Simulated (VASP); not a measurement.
## KI: relaxation of the atoms with PBE

**What was measured.**

From a printed reference work, monograph, for a bulk crystal of KI: band gap 6.32 eV.

KI:

```xyz
2
Lattice="0.0000 3.6064 3.6064 3.6064 0.0000 3.6064 3.6064 3.6064 0.0000" Properties=species:S:1:pos:R:3 pbc="T T T"
K     0.0000    0.0000    0.0000
I     3.6064    3.6064    3.6064
```

```
Program                : VASP 6.6.1
Task                   : relaxation of the atoms
Functional             : PBE
Potentials or basis    : VASP PAW PBE potentials, release 64 (K_pv, I)
Cutoff                 : 300 eV
k mesh                 : 4 × 4 × 4
Occupations            : gaussian, width 0.03 eV
Spin                   : no spin polarisation
Further INCAR settings : ALGO = Normal; EDIFF = 1e-07; IBRION = 2; EDIFFG = -0.01; NSW = 40
```

```
Pressure after relaxing : 0.0 GPa
Band gap on the k mesh  : 3.82 eV, direct
```

Final structure:
```xyz
2
Lattice="0.0000 3.6064 3.6064 3.6064 0.0000 3.6064 3.6064 3.6064 0.0000" Properties=species:S:1:pos:R:3 pbc="T T T"
K     0.0000    0.0000    0.0000
I     3.6064    3.6064    3.6064
```

Levels at points of the mesh, in eV from the valence-band top:
```csv
k point,band 5,band 6,band 7,band 8,band 9,band 10
"(0.00, 0.00, 0.00)",0.00,0.00,0.00,3.82,6.51,6.51
"(0.50, 0.00, 0.00)",-1.19,-0.29,-0.29,5.46,7.52,8.03
"(0.50, 0.50, 0.00)",-0.91,-0.33,-0.33,5.02,5.62,8.06
```

Wall time 7.9 s on 1 thread of AMD EPYC 7R13 Processor (Zen 3), on a shared host, peak memory 0.13 GiB.

Against the measured gap of KI, 6.32 eV (a printed reference work, monograph), the calculated 3.82 eV is off by -2.50 eV. Spin-orbit coupling on I is left out. The value is that of PBE, without temperature or zero-point motion. Semilocal functionals fall short of measured gaps as a rule.

Caveat: the relaxation stopped at its first step, so nothing moved; spin-orbit coupling is left out, which moves the levels of the heavy elements.
